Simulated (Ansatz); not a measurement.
**LiF: how the settings move a single-point run**

Aim: see which settings change the result for LiF, by how much, and at what cost.

Program: Ansatz 0.2.0. Level of theory: reference: DFT, PBEsol, all-electron LAPW, scalar-relativistic. These are calculated values, not measurements.

**1. Starting point**

The structure is cubic, space group Fm-3m (No. 225). The conventional cell has a = 4.028 Å, b = 4.028 Å, c = 4.028 Å, α = 90.00°, β = 90.00°, γ = 90.00°. Li (site symmetry m-3m) is surrounded by 6 F at 2.01 Å. F (site symmetry m-3m) has 6 Li at 2.01 Å in its first shell of neighbours.

Structure file:

```
Li F
1.0
     0.00000    2.01400    2.01400
     2.01400    0.00000    2.01400
     2.01400    2.01400    0.00000
Li F
1 1
Direct
  0.00000 0.00000 0.00000
  0.50000 0.50000 0.50000
```

**2. Reference**

Contents of input.yaml:

```yaml
crystal:
  lattice:
    - [0.0, 2.014, 2.014]
    - [2.014, 0.0, 2.014]
    - [2.014, 2.014, 0.0]
  atoms:
    - { symbol: Li, position: [0.0, 0.0, 0.0] }
    - { symbol: F, position: [0.5, 0.5, 0.5] }
kpoints:
  mp_grid: { grid: [10, 10, 10] }
  band_path:
    path:
      - [0.0, 0.0, 0.0]
      - [0.5, 0.0, 0.5]
      - [0.625, 0.25, 0.625]
      - [0.375, 0.375, 0.75]
      - [0.0, 0.0, 0.0]
      - [0.5, 0.5, 0.5]
      - [0.5, 0.25, 0.75]
      - [0.5, 0.0, 0.5]
    npoints: 5
scf:
  occupations: { method: fermi_dirac, width: 0.03 }
hamiltonian:
  xc: pbesol
  pseudopotentials: { kind: all_electron, lapw: { basis_error: 0.001 } }
output:
  forces: true
  stress: true
  eigenvalues: true
```

Launch:

```bash
ansatz run input.yaml --threads 1 --pin off --max-ram 2048MiB --backend cpu --events-out ev --progress --plain --runs-dir out
```

**3. Changing settings: mp_grid.shift [0.5, 0.5, 0.5], mixing.algorithm broyden, mixing.beta 0.3, mixing.ndim 4**

Edit input.yaml of step 2 so:

```diff
@@ -9,3 +9,3 @@
 kpoints:
-  mp_grid: { grid: [10, 10, 10] }
+  mp_grid: { grid: [10, 10, 10], shift: [0.5, 0.5, 0.5] }
   band_path:
@@ -23,2 +23,3 @@
   occupations: { method: fermi_dirac, width: 0.03 }
+  mixing: { algorithm: broyden, beta: 0.3, ndim: 4 }
 hamiltonian:
```

What does the calculation give? Wanted: for each run, ending; energy change; pressure; gap; force.

As calculated:

```tsv
run	ending	energy change	pressure (GPa)	gap (eV)	force (eV/Å)	cycles	time
reference	converged	0	-1.2	8.90	0.00	6	1.3 s
1: mp_grid.shift [0.5, 0.5, 0.5], mixing.algorithm broyden, mixing.beta 0.3, mixing.ndim 4	converged	0.0 meV/atom	-1.2	8.98	0.00	7	2.5 s
```

Residual by cycle in the longest SCF loop of each run; runs are numbered as in the table. The quantity is the density residual dr2, in eV.

```tsv
cycle	reference	run 1
1	0.347	0.347
2	0.00311	0.0738
3	0.013	0.0172
4	1.3e-4	1.8e-4
5	3.8e-6	2.5e-5
6	6.3e-9	1.8e-7
7	-	1.9e-8
```

**Reading.** Changing the k-point mesh and mixing moves the energy by 0.0 meV/atom, and the gap on the mesh goes from 8.90 to 8.98 eV. Mixing only sets the path, so the shift comes from the other change. The energy is not variational in the mesh, so the sign tells nothing. A gap read on a mesh depends on which points the mesh holds, and a coarse mesh shifts the density too. Cost: 7 SCF cycles against 6, 2.5 s against 1.3 s.

The gaps are Kohn-Sham values of a semilocal functional, not quasiparticle or optical gaps. Such gaps usually fall short of the measured ones.
